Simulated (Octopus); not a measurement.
# MgO (Fm-3m) in Octopus: reference runs

How does MgO come out in PBE? The cell is run as given.

Everything below comes from runs of Octopus 16.4. Logs are shortened: lines on timing, memory, paths and dates and some standing lists are left out, and cuts for length are marked.

**Measured values to compare with.**

“Electronic structure of alkaline earth and post-transition metal oxides”, 2009, arxiv:0908.1581 quotes, for a bulk crystal of MgO: band gap 7.83 eV.

The runs below are set against these values where they give the same quantity.

## Step 1: The structure

It takes space group Fm-3m (No. 225, cubic). The conventional cell has a = 4.194 Å, b = 4.194 Å, c = 4.194 Å, α = 90.00°, β = 90.00°, γ = 90.00°. Around Mg (site symmetry m-3m) lie 6 O at 2.10 Å. O (site symmetry m-3m) has 6 Mg at 2.10 Å as nearest neighbours.

The cell is a database's computed one.

## Step 2: Single point, PBE

inp reads:

```
CalculationMode = gs
UnitsOutput = eV_Angstrom
PeriodicDimensions = 3
ExperimentalFeatures = yes
PseudopotentialSet = pseudodojo_pbe
%LatticeParameters
 1*angstrom | 1*angstrom | 1*angstrom
%
%LatticeVectors
 0 | 2.0970013927 | 2.0970013927
 2.0970013927 | 0 | 2.0970013927
 2.0970013927 | 2.0970013927 | 0
%
%ReducedCoordinates
 "Mg" | 0 | 0 | 0
 "O" | 0.5 | 0.5 | 0.5
%
%Spacing
 0.12893947*angstrom | 0.12893947*angstrom | 0.12893947*angstrom
%
DerivativesOrder = 8
%KPointsGrid
 11 | 11 | 11
%
KPointsUseSymmetries = yes
XCFunctional = gga_x_pbe + gga_c_pbe
SmearingFunction = fermi_dirac
Smearing = 0.05*eV
ExtraStates = 6
Eigensolver = chebyshev_filter
ConvRelDens = 3e-7
MaximumIter = 120
%Output
 density | cube
 elf | cube
 potential | cube
%
```

Potentials or basis: pseudodojo_pbe (PseudoDojo 0.5, PBE).

Command:

```console
> OMP_NUM_THREADS=1 octopus > out.log
```

out.log:

```text
Running octopus

[... 17 lines left out ...]

****************************** Species *******************************
  Species 'Mg'
    type             : pseudopotential
    file             : 'Mg.upf'
    file format      : UPF2
    valence charge   : 10.0
    atomic number    :  12
    form on file     : kleinman-bylander
    lmax             : 1
    llocal           : -1
    projectors per l : 2
    total projectors : 4
    application form : kleinman-bylander
    orbitals         :  5
    bound orbitals   :  5

  Species 'O'
    type             : pseudopotential
    file             : 'O.upf'
    file format      : UPF2
    valence charge   : 6.0
    atomic number    :   8
    form on file     : kleinman-bylander
    lmax             : 2
    llocal           : -1
    projectors per l : 2
    total projectors : 6
    application form : kleinman-bylander
    orbitals         :  4
    bound orbitals   :  4

**********************************************************************

***************************** Symmetries *****************************
Space group No.  225
International: Fm-3m
Schoenflies: Oh^5
Info: The system has    48 symmorphic symmetries that can be used.
  Index                Rotation matrix                      Fractional translations
    1 :     1   0   0     0   1   0     0   0   1      0.000000    0.000000    0.000000
    2 :    -1   0   0     0  -1   0     0   0  -1      0.000000    0.000000    0.000000
    3 :     1   0  -1     1   0   0     1  -1   0      0.000000    0.000000    0.000000
    4 :    -1   0   1    -1   0   0    -1   1   0      0.000000    0.000000    0.000000
    5 :     0   1  -1     1   0  -1     0   0  -1      0.000000    0.000000    0.000000
    6 :     0  -1   1    -1   0   1     0   0   1      0.000000    0.000000    0.000000
[... 40 lines left out ...]
   47 :     0   1  -1    -1   1   0     0   1   0      0.000000    0.000000    0.000000
   48 :     0  -1   1     1  -1   0     0  -1   0      0.000000    0.000000    0.000000
Info: The system also has     0 nonsymmorphic symmetries (not used for electrons).
**********************************************************************

Input: [CurvMethod = curv_affine]
Input: [DerivativesStencil = stencil_stargeneral]

****************************** Lattice *******************************
  Lattice Vectors [A]
    0.000000    2.097001    2.097001
    2.097001    0.000000    2.097001
    2.097001    2.097001    0.000000
  Cell volume =            18.4428 [A^3]
  Reciprocal-Lattice Vectors [A^-1]
   -1.498136    1.498136    1.498136
    1.498136   -1.498136    1.498136
    1.498136    1.498136   -1.498136
  Cell angles [degree]
    alpha =   60.000
    beta  =   60.000
    gamma =   60.000
**********************************************************************

Checking if the generated full k-point grid is symmetric

    56 k-points generated from parameters :
 ---------------------------------------------------
    n =   11   11   11

    s1  =  0.50  0.50  0.50

   index |      weight  |             coordinates              |
       1 |     0.000751 |    0.000000    0.000000    0.000000  |
       2 |     0.006011 |    0.090909    0.000000    0.000000  |
       3 |     0.004508 |    0.090909    0.090909    0.000000  |
       4 |     0.009016 |   -0.090909    0.090909    0.000000  |
       5 |     0.018032 |   -0.090909    0.090909    0.090909  |
       6 |     0.006011 |    0.181818    0.000000    0.000000  |
[... 48 lines left out ...]
      55 |     0.004508 |    0.454545    0.454545    0.000000  |
      56 |     0.009016 |   -0.454545    0.454545    0.000000  |

Input: [SmearingFunction = fermi_dirac]
Input: [SymmetrizeDensity = yes]

******************************* States *******************************
Total electronic charge  =       16.000
Number of states         =       14
States block-size        =        4
**********************************************************************
[... 5 lines left out ...]
Simulation Box:
  Type = parallelepiped
  Lengths [A] = (   2.966,   2.966,   2.966)
[... 61 lines left out ...]
      Block       4 contains       2 states:      13 -      14
Info: Ground-state allocation done.
Info: Could not find 'restart/gs' directory for restart.
[... 18 lines left out ...]
** Warning:
**   Cannot do LCAO for all states because there are not enough atomic orbitals.
**   Required: 14. Available: 9. 5 orbitals will be randomized.

Info: Unnormalized total charge =     16.001649
Info: Renormalized total charge =     16.000000

** Warning:
**   Symmetrization discrepancy ratio (scalar) =  1.30029E-05

Info: Setting up Hamiltonian.
Info: Performing initial LCAO calculation with      9 orbitals.
Info: Getting Hamiltonian matrix elements.

Eigenvalues [eV]
 #st  Spin   Eigenvalue      Occupation
#k =       1, k = (  0.000000,  0.000000,  0.000000)
   1   --   -71.030901       2.000000
   2   --   -37.829883       2.000000
   3   --   -37.828262       2.000000
   4   --   -37.828262       2.000000
   5   --   -20.203640       2.000000
   6   --    -3.208540       2.000000
   7   --    -3.208540       2.000000
   8   --    -3.203064       2.000000
   9   --     3.697701       2.000000
#k =       2, k = (  0.090909,  0.000000,  0.000000)
   1   --   -70.996583       2.000000
   2   --   -37.548968       2.000000
   3   --   -37.547525       2.000000
   4   --   -37.362826       2.000000
   5   --   -20.066714       2.000000
   6   --    -3.177790       2.000000
   7   --    -2.987979       2.000000
   8   --    -2.983097       2.000000
   9   --     4.191896       2.000000
[... 54 further k-points ...]
Fermi energy =     6.817710 eV
Generating random wavefunctions for states       10 and above
Orthogonalizing wavefunctions.
Info: Ground-state restart information will be written to 'restart/gs'.
Info: SCF using complex wavefunctions.
Info: Starting SCF iteration.

** Warning:
**   Symmetrization discrepancy ratio (scalar) =  2.57720E-02

*********************** SCF CYCLE ITER #    1 ************************
 etot  = -2.09508333E+03 abs_ev   =  9.26E+01 rel_ev   =  2.12E-01
 ediff =        7.70E+01 abs_dens =  1.76E+00 rel_dens =  1.10E-01
Matrix vector products: 1400
Converged eigenvectors: 0

#  State  KPoint  Eigenvalue [eV]  Occupation    Error
      1       1      -71.032558    2.000000   ( 1.5E-07)
      1       2      -71.031740    2.000000   ( 1.8E-05)
      1       3      -71.031468    2.000000   ( 3.4E-05)
      1       4      -71.030463    2.000000   ( 4.6E-05)
      1       5      -71.029733    2.000000   ( 5.1E-05)
      1       6      -71.029544    2.000000   ( 2.7E-05)
      1      10      -71.028548    2.000000   ( 5.9E-05)
      1       7      -71.028043    2.000000   ( 5.8E-05)
[... 23 lines left out ...]
     14      50       26.741360    0.000000   ( 1.1E-01)
     14      43       26.779997    0.000000   ( 1.7E-01)
     14      30       27.147715    0.000000   ( 1.2E-01)
     14      11       27.553976    0.000000   ( 1.7E-01)
     14      36       28.716163    0.000000   ( 1.5E-01)
     14      34       29.816637    0.000000   ( 1.8E-01)
     14      46       30.270405    0.000000   ( 2.2E-01)
     14      42       31.062159    0.000000   ( 1.9E-01)

Density of states:

----------------------%-----------------------------------------------
----------------------%-----------------------------------------------
----------------------%-----------------------------------------------
----------------------%-----------------------------------------------
----------------------%----------------------%------------------------
----------------------%----------------------%------------------------
----------------------%----------------------%------------------------
%---------------------%------------%--------%%---------%---%----------
%---------------------%------------%--------%%--------%%---%%---------
%---------------------%------------%--------%%%------%%%%%%%%%%%%%%---
                                                ^

Fermi energy =    -0.743880 eV

**********************************************************************

*********************** SCF CYCLE ITER #    2 ************************
 etot  = -2.07145725E+03 abs_ev   =  7.83E+00 rel_ev   =  1.83E-02
 ediff =        8.68E-01 abs_dens =  7.61E-01 rel_dens =  4.75E-02
Matrix vector products: 1400
Converged eigenvectors: 0
[... 127 lines left out ...]
*********************** SCF CYCLE ITER #   13 ************************
 etot  = -2.06947084E+03 abs_ev   =  4.17E-05 rel_ev   =  9.73E-08
 ediff =        1.72E-06 abs_dens =  1.25E-06 rel_dens =  7.81E-08
Matrix vector products: 1400
Converged eigenvectors: 0

#  State  KPoint  Eigenvalue [eV]  Occupation    Error
      1       1      -72.675576    2.000000   ( 7.7E-08)
      1       2      -72.674846    2.000000   ( 5.4E-08)
      1       3      -72.674603    2.000000   ( 5.3E-08)
      1       4      -72.673705    2.000000   ( 5.4E-08)
      1       5      -72.673053    2.000000   ( 5.3E-08)
      1       6      -72.672885    2.000000   ( 5.5E-08)
      1      10      -72.671994    2.000000   ( 5.3E-08)
      1       7      -72.671544    2.000000   ( 5.4E-08)
[... 23 lines left out ...]
     14      55       25.614860    0.000000   ( 1.5E-02)
     14      34       25.635363    0.000000   ( 5.0E-02)
     14      56       25.807812    0.000000   ( 1.7E-02)
     14      53       25.858364    0.000000   ( 1.8E-02)
     14      54       25.954552    0.000000   ( 1.6E-02)
     14      49       26.100998    0.000000   ( 1.3E-02)
     14      50       26.491022    0.000000   ( 1.7E-02)
     14      42       27.127290    0.000000   ( 3.7E-02)

Density of states:

-----------------------%----------------------------------------------
-----------------------%----------------------------------------------
-----------------------%----------------------------------------------
-----------------------%----------------------------------------------
-----------------------%----------------------------------------------
-----------------------%----------------------------------------------
-----------------------%-------------------------%--------------------
%----------------------%---------------%---------%------------%-------
%----------------------%---------------%-------%%%%------%%%--%%-%----
%----------------------%---------------%-------%%%%-----%%%%%%%%%%%---
                                                    ^

Fermi energy =     2.307987 eV

**********************************************************************

Info: SCF converged in   13 iterations

** Warning:
**   Some of the states are not fully converged!

Info: Number of matrix-vector products:      18200
Info: Writing output to static/

Info: Finished writing information to 'restart/gs'.

Octopus emitted 18 warnings.
```

It took 3.6 min on 1 thread of Arm Neoverse V1, shared host; peak memory 0.71 GiB.

Results:

```
Free energy            : -2069.4708 eV
Band gap on the k mesh : 4.89 eV, direct
```

## Step 3: Against experiment

Step 2. Measured gap of MgO: 7.83 eV (quoted in “Electronic structure of alkaline earth and post-transition metal oxides”, 2009, arxiv:0908.1581). This calculation gives 4.89 eV (-2.94 eV). The value is that of PBE, without temperature or zero-point motion. Semilocal functionals fall short of measured gaps as a rule. The cell is a database's relaxed one, not the measured one, which moves gaps too.
